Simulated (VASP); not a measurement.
# W (Fm-3m) in VASP: notebook

The runs below take W through single point, with PBE.

All numbers are computed with VASP 6.6.1; they aren't measurements. Logs are shortened: lines on timing, memory, paths and dates and some standing lists are left out, and cuts for length are marked.

## (1) Starting point

The structure is cubic, space group Fm-3m (No. 225). The conventional cell has a = 4.060 Å, b = 4.060 Å, c = 4.060 Å, α = 90.00°, β = 90.00°, γ = 90.00°. Around W (site symmetry m-3m) lie 12 W at 2.87 Å.

This isn't the form of W at room conditions, which is bcc.

## (2) Single point, PBE

INCAR

```
SYSTEM = W
  ADDGRID = .FALSE.
  ALGO = Normal
  EDIFF = 1E-7
  ENCUT = 400
  GGA = PE
  ISIF = 2
  ISMEAR = 0
  LASPH = .FALSE.
  LCHARG = .FALSE.
  LREAL = .FALSE.
  LWAVE = .FALSE.
  NBANDS = 13
  NELM = 100
  PREC = Accurate
  SIGMA = 0.15
```

KPOINTS

```
k-points
0
G
  10 10 10
  0 0 0
```

POSCAR

```
W
1.0
    0.0000000000      2.0300000000      2.0300000000
    2.0300000000      0.0000000000      2.0300000000
    2.0300000000      2.0300000000      0.0000000000
W
1
Direct
    0.0000000000      0.0000000000      0.0000000000
```

Potentials or basis: VASP PAW PBE potentials, release 64 (W_sv).

Run with:

```console
$ cat potpaw_PBE.64/W_sv/POTCAR > POTCAR
$ mpirun -np 1 vasp_std > vasp.out
```

OUTCAR:

```text
SYSTEM = W
   EDIFF = 1E-7
   ENCUT = 400
   GGA = PE
   ISIF = 2
   ISMEAR = 0
   LASPH = .FALSE.
   LREAL = .FALSE.
   NELM = 100
   PREC = Accurate

 Found     47 irreducible k-points:

 Following reciprocal coordinates:
            Coordinates               Weight
  0.000000  0.000000  0.000000      1.000000
  0.100000  0.000000  0.000000      8.000000
  0.200000  0.000000  0.000000      8.000000
  0.300000  0.000000  0.000000      8.000000
  0.400000  0.000000  0.000000      8.000000
  0.500000  0.000000  0.000000      4.000000
   k-points           NKPTS =     47   k-points in BZ     NKDIM =     47   number of bands    NBANDS=     13
   number of dos      NEDOS =    301   number of ions     NIONS =      1
   total plane-waves  NPLWV =   8000
   dimension x,y,z NGX =    20 NGY =   20 NGZ =   20
   dimension x,y,z NGXF=    40 NGYF=   40 NGZF=   40
   ions per type =               1
   NGX,Y,Z   is equivalent  to a cutoff of  11.58, 11.58, 11.58 a.u.
   NGXF,Y,Z  is equivalent  to a cutoff of  23.16, 23.16, 23.16 a.u.
 SYSTEM =  W
   PREC   = accura    normal or accurate (medium, high low for compatibility)
   ISTART =      0    job   : 0-new  1-cont  2-samecut
   ICHARG =      2    charge: 1-file 2-atom 10-const
   ISPIN  =      1    spin polarized calculation?
   LNONCOLLINEAR =      F non collinear calculations
   LSORBIT =      F    spin-orbit coupling
   LASPH  =      F    aspherical Exc in radial PAW
   ENCUT  =  400.0 eV  29.40 Ry    5.42 a.u.   4.68  4.68  4.68*2*pi/ulx,y,z
   NELM   =    100;   NELMIN=  2; NELMDL= -5     # of ELM steps
   EDIFF  = 0.1E-06   stopping-criterion for ELM
   LREAL  =      F    real-space projection
   EDIFFG = 0.1E-05   stopping-criterion for IOM
   NSW    =      0    number of steps for IOM
   IBRION =     -1    ionic relax: 0-MD 1-quasi-New 2-CG
   NFREE  =      0    steps in history (QN), initial steepest desc. (CG)
   ISIF   =      2    stress and relaxation
   ISYM   =      2    0-nonsym 1-usesym 2-fastsym
   POTIM  = 0.5000    time-step for ionic-motion
   TEBEG  =    0.0;   TEEND  =   0.0 temperature during run
   PSTRESS=    0.0 pullay stress
   NELECT =      14.0000    total number of electrons
   NUPDOWN=      -1.0000    fix difference up-down
   EMIN   =  10.00;   EMAX   =-10.00  energy-range for DOS
   EFERMI =   0.00;   METHOD = LEGACY
   ISMEAR =     0;   SIGMA  =   0.15  broadening in eV -4-tet -1-fermi 0-gaus
   EFERMI_NEDOS =   21; number of points for ismear=-14 and -15
   IALGO  =     38    algorithm
   IMIX   =      4    mixing-type and parameters
     AMIX     =   0.40;   BMIX     =  1.00
     AMIX_MAG =   1.60;   BMIX_MAG =  1.00
  volume/ion in A,a.u.               =      16.73       112.91
  Fermi-wavevector in a.u.,A,eV,Ry     =   1.542688  2.915258 32.380324  2.379887
  Thomas-Fermi vector in A             =   2.648457
   LORBIT       =      0    0 simple, 1 ext, 2 COOP (PROOUT), +10 PAW based schemes
   GGA     = PE    functional components
   LHFCALC =     F    Hartree Fock is set to
   AEXX    =    0.0000 exact exchange contribution
   IVDW    =     0    specifies the selected vdW correction
   LEPSILON=     F    determine dielectric tensor
   LRPA    =     F    only Hartree local field effects (RPA)
 non-spin polarized calculation
 Gauss-broadening in eV      SIGMA  =   0.15
  energy-cutoff  :      400.00
  volume of cell :       16.73
 maximum number of plane-waves:       318
   NGX =  9   NGY =  9   NGZ =  9

 number of electron      14.0000005 magnetization

 Free energy of the ion-electron system (eV)
  ---------------------------------------------------
  ext. energy  EPLUGINS =         0.00000000
  ---------------------------------------------------
  free energy    TOTEN  =       -12.46774713 eV

  energy without entropy =      -12.45435238  energy(sigma->0) =      -12.46104976

 E-fermi :  10.1973     XC(G=0): -13.3307

 val. band max:       10.1718711686   @ k =  -0.1000   0.1000   0.0000
 cond. band min:      10.2420341723   @ k =   0.5000   0.1000   0.0000
 fundamental gap:      0.0701630037
 Fermi energy:        10.1973151927

 k-point     1 :       0.0000    0.0000    0.0000
  band No.  band energies     occupation
      1     -63.5011      2.00000
      2     -27.1530      2.00000
      3     -27.1530      2.00000
      4     -27.1530      2.00000
      5       1.3353      2.00000
      6       9.6878      2.00000
      7       9.6878      2.00000
      8       9.6878      2.00000
      9      12.7216      0.00000
     10      12.7216      0.00000
     11      22.9895      0.00000
     12      28.1124      0.00000
     13      28.1124      0.00000

 k-point     2 :       0.1000    0.0000    0.0000
  band No.  band energies     occupation
      1     -63.4919      2.00000
      2     -27.2618      2.00000
      3     -27.1671      2.00000
      4     -27.1671      2.00000
      5       1.7576      2.00000
      6       9.3785      2.00000
      7       9.8757      1.99757
      8       9.8757      1.99757
      9      12.5623      0.00000
     10      12.5623      0.00000
     11      23.8096      0.00000
     12      26.5796      0.00000
     13      28.9030      0.00000

 k-point     3 :       0.2000    0.0000    0.0000
  band No.  band energies     occupation
      1     -63.4677      2.00000
      2     -27.5395      2.00000
      3     -27.2035      2.00000
      4     -27.2035      2.00000
      5       2.8669      2.00000
      6       8.8231      2.00000
      7      10.1500      1.34443
      8      10.1500      1.34442
      9      12.5193      0.00000
     10      12.5193      0.00000
     11      24.0625      0.00000
     12      26.1562      0.00000
     13      31.0522      0.00000

 k-point     4 :       0.3000    0.0000    0.0000
  band No.  band energies     occupation
      1     -63.4377      2.00000
      2     -27.8700      2.00000
      3     -27.2482      2.00000
      4     -27.2482      2.00000
      5       4.0865      2.00000
      6       8.8284      2.00000
      7       9.9658      1.97098
      8       9.9658      1.97098
      9      13.3200      0.00000
     10      13.3200      0.00000
     11      22.3851      0.00000
     12      26.3726      0.00000
     13      32.9692      0.00000

 k-point     5 :       0.4000    0.0000    0.0000
  band No.  band energies     occupation
      1     -63.4134      2.00000
      2     -28.1281      2.00000
      3     -27.2840      2.00000
      4     -27.2840      2.00000
      5       4.6467      2.00000
      6       9.6181      2.00000
      7       9.6181      2.00000
      8       9.9294      1.98845
      9      14.5244      0.00000
     10      14.5244      0.00000
     11      21.0284      0.00000
     12      23.7523      0.00000
     13      29.9098      0.00000

 k-point     6 :       0.5000    0.0000    0.0000
  band No.  band energies     occupation
      1     -63.4040      2.00000
      2     -28.2246      2.00000
      3     -27.2976      2.00000
      4     -27.2976      2.00000
      5       4.7265      2.00000
      6       9.4724      2.00000
      7       9.4724      2.00000
      8      10.8038      0.00000
      9      15.1276      0.00000
     10      15.1276      0.00000
     11      20.2238      0.00000
     12      22.6179      0.00000
     13      28.6798      0.00000

 [... further k-points ...]

------------------------ aborting loop because EDIFF is reached ----------------------------------------

  FORCE on cell =-STRESS in cart. coord.  units (eV):
  Direction    XX          YY          ZZ          XY          YZ          ZX
  --------------------------------------------------------------------------------------
  -------------------------------------------------------------------------------------
  Total       -0.3886436     -0.3886436     -0.3886436      0.0000000     -0.0000000      0.0000000
  in kB      -37.2172261    -37.2172261    -37.2172261      0.0000000     -0.0000000      0.0000000
  external PRESSURE =     -37.2172261 kB  Pullay stress =       0.0000000 kB

 VOLUME and BASIS-vectors are now :
 -----------------------------------------------------------------------------
  energy-cutoff  :      400.00
  volume of cell :       16.73
      direct lattice vectors                 reciprocal lattice vectors
     0.000000000  2.030000000  2.030000000    -0.246305419  0.246305419  0.246305419
     2.030000000  0.000000000  2.030000000     0.246305419 -0.246305419  0.246305419
     2.030000000  2.030000000  0.000000000     0.246305419  0.246305419 -0.246305419

 POSITION                                       TOTAL-FORCE (eV/Angst)
 -----------------------------------------------------------------------------------
      0.00000      0.00000      0.00000         0.000000      0.000000      0.000000
 -----------------------------------------------------------------------------------
    total drift:                                0.000000     -0.000000     -0.000000

  FREE ENERGIE OF THE ION-ELECTRON SYSTEM (eV)
  ---------------------------------------------------
  free  energy   TOTEN  =       -12.4677471321 eV

  energy  without entropy=      -12.4543523780  energy(sigma->0) =      -12.46104976
```

It took 4.6 s on 1 thread of Intel Xeon Platinum 8488C (Sapphire Rapids), shared host; peak memory 0.12 GiB.

The run converged, but some of its settings lie outside the range that counts as converged, so its numbers aren't taken as properties of the crystal.

What came out:

```
Free energy            : -12.4677 eV
Pressure               : -3.7 GPa
Band gap on the k mesh : none (metal or under the smearing width)
```

## (3) Single point, PBE

INCAR

```
SYSTEM = W
  ADDGRID = .FALSE.
  ALGO = Normal
  EDIFF = 1E-4
  ENCUT = 400
  GGA = PE
  ISIF = 2
  ISMEAR = 0
  LASPH = .TRUE.
  LCHARG = .FALSE.
  LREAL = Auto
  LWAVE = .FALSE.
  NBANDS = 13
  NELM = 100
  PREC = Normal
  SIGMA = 0.15
```

KPOINTS is that of step 2.

POSCAR is that of step 2.

Potentials or basis: VASP PAW PBE potentials, release 64 (W_sv).

Run with:

```console
$ cat potpaw_PBE.64/W_sv/POTCAR > POTCAR
$ mpirun -np 1 vasp_std > vasp.out
```

Wall time 2.9 s (1 thread of Intel Xeon Platinum 8488C (Sapphire Rapids), shared host); peak memory 0.11 GiB.

The run converged, but some of its settings lie outside the range that counts as converged, so its numbers aren't taken as properties of the crystal.

What came out:

- Free energy: -12.4685 eV
- Pressure: -3.7 GPa
- Band gap on the k mesh: none (metal or under the smearing width)
